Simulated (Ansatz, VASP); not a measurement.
# Two plane-wave programs on Ti

```
Ti
1.0
     0.00000    1.99194    1.99194
     1.99194    0.00000    1.99194
     1.99194    1.99194    0.00000
Ti
1
Direct
  0.00000 0.00000 0.00000
```

Alike in both runs: task single point; functional RPBE; k mesh 15 × 15 × 15; occupations fermi-dirac, width 0.1 eV; no spin polarisation.

```csv
,VASP,Ansatz
version,VASP 6.6.1,Ansatz 0.2.0
potentials or method,"VASP PAW PBE potentials, release 64 (Ti_sv)","plane waves (420 eV) with PAW, scalar-relativistic"
plane-wave cutoff (eV),520,420
valence electrons in the cell,12,12
```

|  | VASP | Ansatz | Ansatz less VASP |
| --- | --- | --- | --- |
| pressure (GPa) | 15.5 | 16.0 | +0.46 |

The functional is the same, so the differences come from potentials, cutoffs and numerics.

Caveats: so large a pressure means that the cell lies far from this level's equilibrium, or that cutoff or potentials fall short (VASP); the potentials were made for another functional, which shifts forces and pressure (VASP).
